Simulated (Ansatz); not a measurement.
NaF (Villiaumite):

```xyz
2
Lattice="0.0000 2.3200 2.3200 2.3200 0.0000 2.3200 2.3200 2.3200 0.0000" Properties=species:S:1:pos:R:3 pbc="T T T"
Na    0.0000    0.0000    0.0000
F     2.3200    2.3200    2.3200
```

Base run:

```yaml
Program: Ansatz 0.2.0
Functional: PBE
Potentials_or_basis: all-electron PAW datasets made for the crystal
Cutoff: 280 eV (chosen from the basis error)
k_mesh: 8 × 8 × 8
Occupations: fermi-dirac, width 0.05 eV
Spin: no spin polarisation
```

Its results: band gap on the k mesh 6.29 eV, direct; pressure 1.9 GPa.

Question: The run is repeated on the same cell with these changes: functional from PBE to HSE06; cutoff from 280 eV (chosen from the basis error) to 310 eV (chosen from the basis error). What comes out?

Answer: Band gap on the k mesh 8.45 eV, direct; pressure -0.1 GPa.

HSE06 gives the wider gap, since exact exchange removes part of the self-interaction.

